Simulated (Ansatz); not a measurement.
Input of an Ansatz 0.2.0 run:

Contents of input.yaml:

```yaml
crystal:
  lattice:
    - [4.4916, 0.0, 0.0]
    - [-2.2458, 3.88984, 0.0]
    - [0.0, 0.0, 2.7226]
  atoms:
    - { symbol: Al, position: [0.33333, 0.66667, 0.0] }
    - { symbol: Al, position: [0.66667, 0.33333, 0.0] }
hamiltonian:
  xc: pbe
  pseudopotentials: { kind: paw }
kpoints:
  mp_grid: { grid: [7, 7, 10] }
scf:
  occupations: { method: gaussian, width: 0.011 }
output:
  forces: true
  stress: true
  eigenvalues: true
```

Potentials or basis: Ansatz PAW.

The run is started by

```bash
$ ansatz run input.yaml --threads 2 --pin off --max-ram 5632MiB --backend cpu --events-out ev --progress --plain --runs-dir out
```

(1) What does it give for the band gap on the k mesh?

(2) Predict the pressure.

Answers

(1) none (metal or under the smearing width).

(2) 1.6 GPa.
